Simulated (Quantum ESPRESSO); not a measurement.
Si:

```xyz
2
Lattice="0.0000 2.7219 2.7219 2.7219 0.0000 2.7219 2.7219 2.7219 0.0000" Properties=species:S:1:pos:R:3 pbc="T T T"
Si    2.7219    2.7219    2.7219
Si    4.0828    4.0828    4.0828
```

```yaml
Program: Quantum ESPRESSO 7.5
Task: phonons
Functional: PBE
Potentials_or_basis: GBRV 1.5 PBE
Cutoff: 612 eV
Density_cutoff: 4898 eV
k_mesh: 8 × 8 × 8, shifted
Occupations: fermi-dirac, width 0.05 eV
Spin: no spin polarisation
Mixing_beta: 0.5
Most_SCF_iterations: 120
SCF_threshold: 4e-10 Ry
```

The cell and the atoms were relaxed first, to 20.43 Å³/atom (a = 3.866 Å, b = 3.866 Å, c = 3.866 Å, α = 60.00°, β = 60.00°, γ = 60.00°), and the response was taken there.

The first run showed a gap, so the response started from a second, tighter run with fixed occupations.

Problem. Where do the zone-centre optical modes lie?

Solution. T2g at 503 cm⁻¹ (Raman).

Optical modes at Γ, degenerate ones joined, polar ones without the macroscopic field:
| cm⁻¹ | components | symmetry | active in | IR intensity, summed ((D/Å)²/amu) |
| --- | --- | --- | --- | --- |
| 503 | 3 | T2g | Raman | 0.00 |

Born effective charge tensors (e):
atom 1, Si
```
0.00 0.00 0.00
0.00 0.00 0.00
0.00 0.00 0.00
```
atom 2, Si
```
0.00 0.00 0.00
0.00 0.00 0.00
0.00 0.00 0.00
```
